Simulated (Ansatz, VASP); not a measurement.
**CdTe: 3 runs at one level of theory**

The starting cell:

```
Te Cd
1.0
     0.00000    3.20500    3.20500
     3.20500    0.00000    3.20500
     3.20500    3.20500    0.00000
Te Cd
1 1
Direct
  0.75000 0.75000 0.75000
  0.00000 0.00000 0.00000
```

Alike in all runs: task relaxation of cell and atoms; functional PBEsol; k mesh 7 × 7 × 7; occupations fermi-dirac, width 0.05 eV; no spin polarisation; no spin-orbit coupling.

```tsv
program and potentials	plane-wave cutoff (eV)	notes	equilibrium volume (Å³/atom)
Ansatz, Ansatz PAW	420	potentials made for PBE, which Ansatz adapts in part; 18 valence electrons an atom on average	34.16
Ansatz, all-electron LAPW, scalar-relativistic	-	-	34.17
VASP, PBE PAW files Cd, Te, 600 eV	600	potentials made for PBE; 9 valence electrons an atom on average	34.26
```

The equilibrium volume spans 34.16 (Ansatz, Ansatz PAW) to 34.26 Å³/atom (VASP, PBE PAW files Cd, Te, 600 eV), with all-electron results at 34.17. Relaxations stop with a little pressure left, so the last digit of a volume isn't settled.

Differences between rows come from potentials, basis sets and numerical settings, since the functional is the same but for its coding. Runs on potential files found faulty are left out.
